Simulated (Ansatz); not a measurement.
A trial structure of CdS was built thus: 4-connected net, two elements spread over the vertices (P1, No. 1). The dimensions are guesses.

```cif
data_structure
_symmetry_space_group_name_H-M 'P1'
_symmetry_Int_Tables_number 1
_cell_length_a 4.0626
_cell_length_b 4.0626
_cell_length_c 5.4145
_cell_angle_alpha 98.080
_cell_angle_beta 98.080
_cell_angle_gamma 94.225
_cell_volume 87.20
loop_
_atom_site_label
_atom_site_type_symbol
_atom_site_symmetry_multiplicity
_atom_site_Wyckoff_symbol
_atom_site_fract_x
_atom_site_fract_y
_atom_site_fract_z
_atom_site_occupancy
Cd1 Cd 1 a 0.01054 0.01054 0.23495 1
Cd2 Cd 1 a 0.43871 0.18263 0.57810 1
S1 S 1 a 0.98946 0.98946 0.76505 1
S2 S 1 a 0.81737 0.56129 0.42190 1
```

Theory: Ansatz 0.2.0, DFT PBE, scalar-relativistic, plane waves, PAW. Cutoff 420 eV, Gaussian smearing, Γ-centred meshes. Cell and atoms relax first on a coarse mesh and then on a converged one. In between, the cell is made exact in the group found at 0.06 Å. The steps can't lower the symmetry of their start. No spin polarisation.

A guess keeps its type if space group and coordination stay and the shape of the cell changes little (axis ratios within about 15 %, angles within 6°); the volume may change.

Question: Does this structure survive the relaxation?

Answer: It doesn't keep its type. The symmetry goes from P1 (No. 1) to P6_3mc (No. 186). The end has the wurtzite type. The volume per atom grows by 19.4 %, from 21.8 to 26.0 Å³. The shortest distance goes from 2.35 Å (Cd–S) to 2.57 Å (Cd–S). Counting neighbours within 15 % of an atom's shortest distance, the start has Cd 4, S 4 and the end Cd 4, S 4. In detail, at the end Cd has 4 S at 2.57 Å; around S lie 4 Cd at 2.57 Å.

Space group P6_3mc (No. 186). a = 4.198 Å, b = 4.198 Å, c = 6.822 Å, α = 90.00°, β = 90.00°, γ = 120.00°
| atom | site | symmetry | x | y | z |
| --- | --- | --- | --- | --- | --- |
| Cd | 2b | 3m. | 0.6667 | 0.3333 | 0.1883 |
| S | 2b | 3m. | 0.6667 | 0.3333 | 0.8115 |

The last run used a 6×6×4 mesh (in the run's order of axes) for its 4-atom cell and Gaussian smearing of 0.02 eV. A later test with randomly moved atoms came back to the same energy, though modes that don't fit the test's cell weren't probed.
